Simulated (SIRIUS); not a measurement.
Ti:

```
Ti
1.0
     2.95000    0.00000    0.00000
    -1.47500    2.55477    0.00000
     0.00000    0.00000    4.68000
Ti
2
Direct
  0.66667 0.33333 0.75000
  0.33333 0.66667 0.25000
```

Base run:

```yaml
Program: SIRIUS 7.10.0
Functional: SOGGA
Potentials_or_basis: PseudoDojo 0.4.1 PBE standard (scalar relativistic)
Cutoff: 1152 eV
Density_cutoff: 4606 eV
k_mesh: 8 × 8 × 5
Occupations: fermi-dirac, width 0.05 eV
Spin: no spin polarisation
```

Its results: band gap on the k mesh none (metal or under the smearing width); pressure -5.8 GPa.

After a change of settings the same cell gave: band gap on the k mesh none (metal or under the smearing width); pressure -5.3 GPa. Which change was it?
A. functional from SOGGA to revPBE; libxc names from ["XC_GGA_X_SOGGA", "XC_GGA_C_PBE"] to ["XC_GGA_X_PBE_R", "XC_GGA_C_PBE"]
B. functional from SOGGA to AM05; libxc names from ["XC_GGA_X_SOGGA", "XC_GGA_C_PBE"] to ["XC_GGA_X_AM05", "XC_GGA_C_AM05"]
C. functional from SOGGA to OLYP; libxc names from ["XC_GGA_X_SOGGA", "XC_GGA_C_PBE"] to ["XC_GGA_X_OPTX", "XC_GGA_C_LYP"]
D. functional from SOGGA to LDA; libxc names from ["XC_GGA_X_SOGGA", "XC_GGA_C_PBE"] to ["XC_LDA_X", "XC_LDA_C_PW"]

B.

Caveats: the potentials were made for another functional, which shifts forces and pressure.

Not every run made on this cell is shown here.
